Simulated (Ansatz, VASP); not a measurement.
# Ni: VASP beside Ansatz

```xyz
2
Lattice="2.3511 0.0000 0.0000 -1.1756 2.0361 0.0000 0.0000 0.0000 3.8639" Properties=species:S:1:pos:R:3 pbc="T T T"
Ni    0.0000    1.3574    0.9660
Ni    1.1756    0.6787    2.8979
```

Alike in both runs: task single point; functional LDA; k mesh 17 × 17 × 9; occupations fermi-dirac, width 0.05 eV; collinear spin.

|  | VASP | Ansatz |
| --- | --- | --- |
| version | VASP 6.6.1 | Ansatz 0.2.0 |
| potentials or method | VASP PAW LDA potentials, release 64 (Ni) | plane waves (420 eV) with PAW, scalar-relativistic |
| plane-wave cutoff (eV) | 520 | 420 |
| valence electrons in the cell | 20 | 36 |

```csv
,VASP,Ansatz,Ansatz less VASP
pressure (GPa),25.6,26.1,+0.49
largest component of the traceless stress (GPa),0.29,0.38,+0.094
net moment per atom (μB),0.55,0.57,+0.020
size of the moment on the site where the two differ most (μB),0.55,0.60,+0.048
```

Site moments also hang on the region over which each program counts them. The two sets of potentials don't hold the same shells in valence. Ansatz warned: «pseudo_functional_mismatch».

Caveats: so large a pressure means that the cell lies far from this level's equilibrium, or that cutoff or potentials fall short (VASP).
